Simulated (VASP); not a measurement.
# Tl (Im-3m) in VASP: further runs

One crystal, Tl, is run at these levels: PBE; tasks: single point.

Program: VASP 6.6.1. These are calculated values, not measurements. Logs are shortened: lines on timing, memory, paths and dates and some standing lists are left out, and cuts for length are marked.

**1. Starting point**

The structure is cubic, space group Im-3m (No. 229). Conventional cell: a = 3.912 Å, b = 3.912 Å, c = 3.912 Å, α = 90.00°, β = 90.00°, γ = 90.00°. Tl (site symmetry m-3m) has 8 Tl at 3.39 Å as nearest neighbours.

This isn't the form of Tl at room conditions, which is hcp.

**2. Single point, PBE**

Input file INCAR:

```
PREC = Accurate
ENCUT = 550
EDIFF = 1E-6
ISMEAR = 0
SIGMA = 0.1
LREAL = F
LASPH = T
NELM = 80
ALGO = Fast
ISIF = 2
LWAVE = F
LCHARG = F
GGA = PE
```

Input file KPOINTS:

```
regular mesh
0
Gamma
  10 10 10
```

Input file POSCAR:

```
Tl
3.3879
   -0.577347375513      0.577347375513      0.577347375513
    0.577347375513     -0.577347375513      0.577347375513
    0.577347375513      0.577347375513     -0.577347375513
Tl
1
Direct
    0.0000000000      0.0000000000      0.0000000000
```

Potentials or basis: VASP PAW PBE potentials, release 64 (Tl_d_GW).

Command:

```console
$ cat potpaw_PBE.64/Tl_d_GW/POTCAR > POTCAR
$ mpirun -np 1 vasp_std > vasp.out
```

OUTCAR:

```text
PREC = Accurate
   ENCUT = 550
   EDIFF = 1E-6
   ISMEAR = 0
   LREAL = F
   LASPH = T
   NELM = 80
   ISIF = 2
   GGA = PE

 ion  position               nearest neighbor table
   1  0.000  0.000  0.000-

  LATTYP: Found a body centered cubic cell.
 ALAT       =     3.9119903470

  Lattice vectors:

 A1 = (  -1.9559951735,   1.9559951735,   1.9559951735)
 A2 = (   1.9559951735,  -1.9559951735,   1.9559951735)
 A3 = (   1.9559951735,   1.9559951735,  -1.9559951735)

Analysis of symmetry for initial positions (statically):
=====================================================================
 Subroutine PRICEL returns:
 Original cell was already a primitive cell.

 Routine SETGRP: Setting up the symmetry group for a
 body centered cubic supercell.

 Subroutine GETGRP returns: Found 48 space group operations
 (whereof 48 operations were pure point group operations)
 out of a pool of 48 trial point group operations.

The static configuration has the point symmetry O_h .

Analysis of symmetry for dynamics (positions and initial velocities):
=====================================================================
 Subroutine PRICEL returns:
 Original cell was already a primitive cell.

 Routine SETGRP: Setting up the symmetry group for a
 body centered cubic supercell.

 Subroutine GETGRP returns: Found 48 space group operations
 (whereof 48 operations were pure point group operations)
 out of a pool of 48 trial point group operations.

The dynamic configuration has the point symmetry O_h .

 Subroutine INISYM returns: Found 48 space group operations
 (whereof 48 operations are pure point group operations),
 and found     1 'primitive' translations

----------------------------------------------------------------------------------------

                                     Primitive cell

  volume of cell :      29.9339

  direct lattice vectors                    reciprocal lattice vectors
    -1.955995174  1.955995174  1.955995174     0.000000000  0.255624353  0.255624353
     1.955995174 -1.955995174  1.955995174     0.255624353  0.000000000  0.255624353
     1.955995174  1.955995174 -1.955995174     0.255624353  0.255624353  0.000000000

  length of vectors
     3.387883020  3.387883020  3.387883020     0.361507426  0.361507426  0.361507426

  position of ions in fractional coordinates (direct lattice)
     0.000000000  0.000000000  0.000000000

  ion indices of the primitive-cell ions
   primitive index   ion index
                 1           1

----------------------------------------------------------------------------------------

 KPOINTS: regular mesh

Automatic generation of k-mesh.
 Grid dimensions read from file:
 generate k-points for:   10   10   10

 Generating k-lattice:

  Cartesian coordinates                     Fractional coordinates (reciprocal lattice)
     0.000000000  0.025562435  0.025562435     0.100000000  0.000000000  0.000000000
     0.025562435  0.000000000  0.025562435     0.000000000  0.100000000  0.000000000
     0.025562435  0.025562435  0.000000000     0.000000000  0.000000000  0.100000000

  Length of vectors
     0.036150743  0.036150743  0.036150743

  Shift w.r.t. Gamma in fractional coordinates (k-lattice)
     0.000000000  0.000000000  0.000000000

 Subroutine IBZKPT returns following result:
 ===========================================

 Found     47 irreducible k-points:

 Following reciprocal coordinates:
            Coordinates               Weight
  0.000000  0.000000  0.000000      1.000000
  0.100000  0.000000  0.000000     12.000000
  0.200000  0.000000  0.000000     12.000000
  0.300000  0.000000  0.000000     12.000000
  0.400000  0.000000  0.000000     12.000000
  0.500000  0.000000  0.000000      6.000000
[... 39 lines left out ...]
  0.500000  0.500000  0.400000     12.000000
  0.500000  0.500000  0.500000      1.000000
   k-points           NKPTS =     47   k-points in BZ     NKDIM =     47   number of bands    NBANDS=     11
   number of dos      NEDOS =    301   number of ions     NIONS =      1
   total plane-waves  NPLWV =  21952
   dimension x,y,z NGX =    28 NGY =   28 NGZ =   28
   dimension x,y,z NGXF=    56 NGYF=   56 NGZF=   56
   ions per type =               1
   NGX,Y,Z   is equivalent  to a cutoff of  13.74, 13.74, 13.74 a.u.
   NGXF,Y,Z  is equivalent  to a cutoff of  27.48, 27.48, 27.48 a.u.
 SYSTEM =  unknown system
   PREC   = accura    normal or accurate (medium, high low for compatibility)
   ISTART =      0    job   : 0-new  1-cont  2-samecut
   ICHARG =      2    charge: 1-file 2-atom 10-const
   ISPIN  =      1    spin polarized calculation?
   LNONCOLLINEAR =      F non collinear calculations
   LSORBIT =      F    spin-orbit coupling
   LASPH  =      T    aspherical Exc in radial PAW
   ENCUT  =  550.0 eV  40.42 Ry    6.36 a.u.   6.48  6.48  6.48*2*pi/ulx,y,z
   NELM   =     80;   NELMIN=  2; NELMDL= -5     # of ELM steps
   EDIFF  = 0.1E-05   stopping-criterion for ELM
   LREAL  =      F    real-space projection
   EDIFFG = 0.1E-04   stopping-criterion for IOM
   NSW    =      0    number of steps for IOM
   IBRION =     -1    ionic relax: 0-MD 1-quasi-New 2-CG
   NFREE  =      0    steps in history (QN), initial steepest desc. (CG)
   ISIF   =      2    stress and relaxation
   ISYM   =      2    0-nonsym 1-usesym 2-fastsym
   POTIM  = 0.5000    time-step for ionic-motion
   TEBEG  =    0.0;   TEEND  =   0.0 temperature during run
   PSTRESS=    0.0 pullay stress
   NELECT =      15.0000    total number of electrons
   NUPDOWN=      -1.0000    fix difference up-down
   EMIN   =  10.00;   EMAX   =-10.00  energy-range for DOS
   EFERMI =   0.00;   METHOD = LEGACY
   ISMEAR =     0;   SIGMA  =   0.10  broadening in eV -4-tet -1-fermi 0-gaus
   EFERMI_NEDOS =   21; number of points for ismear=-14 and -15
   IALGO  =     68    algorithm
   IMIX   =      4    mixing-type and parameters
     AMIX     =   0.40;   BMIX     =  1.00
     AMIX_MAG =   1.60;   BMIX_MAG =  1.00
  volume/ion in A,a.u.               =      29.93       202.00
  Fermi-wavevector in a.u.,A,eV,Ry     =   1.300322  2.457252 23.005227  1.690837
  Thomas-Fermi vector in A             =   2.431528
   LORBIT       =      0    0 simple, 1 ext, 2 COOP (PROOUT), +10 PAW based schemes
   GGA     = PE    functional components
   LHFCALC =     F    Hartree Fock is set to
   AEXX    =    0.0000 exact exchange contribution
   IVDW    =     0    specifies the selected vdW correction
   LEPSILON=     F    determine dielectric tensor
   LRPA    =     F    only Hartree local field effects (RPA)
 non-spin polarized calculation
 RMM-DIIS sequential band-by-band and
 Gauss-broadening in eV      SIGMA  =   0.10
  energy-cutoff  :      550.00
  volume of cell :       29.93
 maximum number of plane-waves:       909
 NGX is ok and might be reduce to    28
   NGX = 13   NGY = 13   NGZ = 13

 number of electron      15.0000005 magnetization

 Free energy of the ion-electron system (eV)
  ---------------------------------------------------
  ext. energy  EPLUGINS =         0.00000000
  ---------------------------------------------------
  free energy    TOTEN  =        -2.22420306 eV

  energy without entropy =       -2.22234605  energy(sigma->0) =       -2.22327455

 E-fermi :   2.8687     XC(G=0): -10.1015

 val. band max:        2.8239857578   @ k =  -0.4000   0.4000   0.2000
 cond. band min:       3.0494803079   @ k =  -0.4000  -0.4000   0.2000
 fundamental gap:      0.2254945502
 Fermi energy:         2.8686765535

 k-point     1 :       0.0000    0.0000    0.0000
  band No.  band energies     occupation
      1    -123.8703      2.00000
      2      -8.6863      2.00000
      3      -8.6863      2.00000
      4      -8.6863      2.00000
      5      -8.2999      2.00000
      6      -8.2999      2.00000
      7      -6.8101      2.00000
      8      13.2791      0.00000
      9      13.2792      0.00000
     10      13.2798      0.00000
     11      15.1543      0.00000

 k-point     2 :       0.1000    0.0000    0.0000
  band No.  band energies     occupation
      1    -123.8703      2.00000
      2      -8.7021      2.00000
      3      -8.6755      2.00000
      4      -8.6295      2.00000
      5      -8.3167      2.00000
      6      -8.3001      2.00000
      7      -6.5917      2.00000
      8      11.2268      0.00000
      9      12.5343      0.00000
     10      12.8338      0.00000
     11      14.4261      0.00000

 k-point     3 :       0.2000    0.0000    0.0000
  band No.  band energies     occupation
      1    -123.8703      2.00000
      2      -8.7430      2.00000
      3      -8.6728      2.00000
      4      -8.4767      2.00000
      5      -8.3481      2.00000
      6      -8.3005      2.00000
      7      -5.9202      2.00000
      8       7.9094      0.00000
      9      11.1092      0.00000
     10      11.7951      0.00000
     11      13.6152      0.00000

 k-point     4 :       0.3000    0.0000    0.0000
  band No.  band energies     occupation
      1    -123.8702      2.00000
      2      -8.7931      2.00000
      3      -8.7187      2.00000
      4      -8.3526      2.00000
      5      -8.3002      2.00000
      6      -8.2792      2.00000
      7      -4.7929      2.00000
      8       4.7337      0.00000
      9       9.7872      0.00000
     10      10.8131      0.00000
     11      13.0671      0.00000

 k-point     5 :       0.4000    0.0000    0.0000
  band No.  band energies     occupation
      1    -123.8702      2.00000
      2      -8.8333      2.00000
      3      -8.7827      2.00000
      4      -8.3349      2.00000
      5      -8.2995      2.00000
      6      -8.1115      2.00000
      7      -3.2873      2.00000
      8       1.9705      2.00000
      9       8.8882      0.00000
     10      10.1658      0.00000
     11      12.7683      0.00000
[... 435 lines left out ...]
 k-point    37 :      -0.3000    0.4000    0.2000
  band No.  band energies     occupation
      1    -123.8701      2.00000
      2      -8.6533      2.00000
      3      -8.5729      2.00000
      4      -8.4937      2.00000
      5      -8.3681      2.00000
      6      -8.2007      2.00000
      7      -2.7214      2.00000
      8       4.0498      0.00000
      9       5.8065      0.00000
     10       8.5050      0.00000
     11      11.3015      0.00000

 k-point    38 :       0.5000    0.5000    0.2000
  band No.  band energies     occupation
      1    -123.8701      2.00000
      2      -8.7118      2.00000
      3      -8.6107      2.00000
      4      -8.5146      2.00000
      5      -8.3589      2.00000
      6      -8.0669      2.00000
      7      -1.4919      2.00000
      8       1.3990      2.00000
      9       6.6511      0.00000
     10       7.9663      0.00000
     11      13.7049      0.00000

 k-point    39 :      -0.4000    0.5000    0.2000
  band No.  band energies     occupation
      1    -123.8701      2.00000
      2      -8.6910      2.00000
      3      -8.5968      2.00000
      4      -8.5412      2.00000
      5      -8.2937      2.00000
      6      -8.1134      2.00000
      7      -1.3943      2.00000
      8       2.4132      2.00000
      9       4.8769      0.00000
     10       8.6675      0.00000
     11      12.1014      0.00000

 k-point    40 :      -0.4000   -0.4000    0.2000
  band No.  band energies     occupation
      1    -123.8701      2.00000
      2      -8.6610      2.00000
      3      -8.6610      2.00000
      4      -8.5472      2.00000
      5      -8.1718      2.00000
      6      -8.1718      2.00000
      7      -0.8056      2.00000
      8       3.0495      0.01056
      9       3.0495      0.01056
     10       9.2582      0.00000
     11      12.4784      0.00000

 [... further k-points ...]

------------------------ aborting loop because EDIFF is reached ----------------------------------------

  FORCE on cell =-STRESS in cart. coord.  units (eV):
  Direction    XX          YY          ZZ          XY          YZ          ZX
  --------------------------------------------------------------------------------------
  -------------------------------------------------------------------------------------
  Total        0.2248271      0.2248271      0.2248271     -0.0000000      0.0000000      0.0000000
  in kB       12.0336086     12.0336086     12.0336086     -0.0000000      0.0000000      0.0000000
  external PRESSURE =      12.0336086 kB  Pullay stress =       0.0000000 kB

 VOLUME and BASIS-vectors are now :
 -----------------------------------------------------------------------------
  energy-cutoff  :      550.00
  volume of cell :       29.93
      direct lattice vectors                 reciprocal lattice vectors
    -1.955995174  1.955995174  1.955995174     0.000000000  0.255624353  0.255624353
     1.955995174 -1.955995174  1.955995174     0.255624353  0.000000000  0.255624353
     1.955995174  1.955995174 -1.955995174     0.255624353  0.255624353  0.000000000

 POSITION                                       TOTAL-FORCE (eV/Angst)
 -----------------------------------------------------------------------------------
      0.00000      0.00000      0.00000         0.000000      0.000000     -0.000000
 -----------------------------------------------------------------------------------
    total drift:                               -0.000000     -0.000000     -0.000000

  FREE ENERGIE OF THE ION-ELECTRON SYSTEM (eV)
  ---------------------------------------------------
  free  energy   TOTEN  =        -2.2242030552 eV

  energy  without entropy=       -2.2223460452  energy(sigma->0) =       -2.22327455
```

It took 15 s on 1 thread of Intel Xeon Platinum 8488C (Sapphire Rapids), shared host; peak memory 0.17 GiB.

What came out:

```yaml
Free_energy: -2.2242 eV
Pressure: 1.2 GPa
Band_gap_on_the_k_mesh: none (metal or under the smearing width)
```

Spin-orbit coupling is left out, which matters for the levels of Tl.

**3. Single point, PBE**

Input file run.py:

```python
from ase.calculators.vasp import Vasp
from ase.dft.bandgap import bandgap
from ase.io import read

atoms = read('Tl.cif')
calc = Vasp(
    directory='calc',
    xc='pbe',
    pp='PBE',
    setups='gw',
    prec='Accurate',
    encut=550,
    ediff=1e-06,
    ismear=0,
    sigma=0.1,
    lreal=False,
    lasph=True,
    nelm=100,
    algo='Normal',
    isif=2,
    lwave=False,
    lcharg=True,
    lelf=True,
    lvhar=True,
    kpts=[10, 10, 10],
    gamma=True,
)
atoms.calc = calc

print('energy (eV):', atoms.get_potential_energy())
print('free energy (eV):', atoms.get_potential_energy(force_consistent=True))
print('forces (eV/A):')
print(atoms.get_forces())
print('stress (eV/A^3, Voigt):', atoms.get_stress())
print('Fermi level (eV):', calc.get_fermi_level())
gap, top, bottom = bandgap(calc)
print('band gap (eV):', gap, 'from (spin, k, band)', top, 'to', bottom)
```

Input file Tl.cif:

```cif
data_Tl
_cell_length_a 3.38788302
_cell_length_b 3.38788302
_cell_length_c 3.38788302
_cell_angle_alpha 109.47122063
_cell_angle_beta 109.47122063
_cell_angle_gamma 109.47122063
_space_group_name_H-M_alt 'P1'
_space_group_name_Hall 'P 1'
_space_group_IT_number 1
loop_
_space_group_symop_operation_xyz
'x,y,z'
loop_
_atom_site_label
_atom_site_type_symbol
_atom_site_symmetry_multiplicity
_atom_site_Wyckoff_symbol
_atom_site_fract_x
_atom_site_fract_y
_atom_site_fract_z
_atom_site_occupancy
Tl1 Tl 1 a 0.0000000000 0.0000000000 0.0000000000 1
```

Potentials or basis: VASP PAW PBE potentials, release 64 (Tl_d_GW).

Command:

```console
$ python run.py
```

Run time: 18 s. Hardware: 1 thread of Intel Xeon Platinum 8488C (Sapphire Rapids), shared host; peak memory 0.18 GiB.

Results (log left out):

```yaml
Free_energy: -2.2242 eV
Pressure: 1.3 GPa
Band_gap_on_the_k_mesh: none (metal or under the smearing width)
```

Levels at points of the mesh, in eV from the Fermi level:
| k point | band 5 | band 6 | band 7 | band 8 | band 9 | band 10 |
| --- | --- | --- | --- | --- | --- | --- |
| (0.00, 0.00, 0.00) | -11.17 | -11.17 | -9.68 | 10.41 | 10.41 | 10.41 |
| (0.50, 0.00, 0.00) | -11.17 | -10.91 | -4.98 | -2.49 | 5.70 | 7.07 |
| (0.50, 0.50, 0.50) | -10.98 | -10.98 | -1.78 | 1.51 | 1.51 | 1.51 |

Spin-orbit coupling is left out, which matters for the levels of Tl.
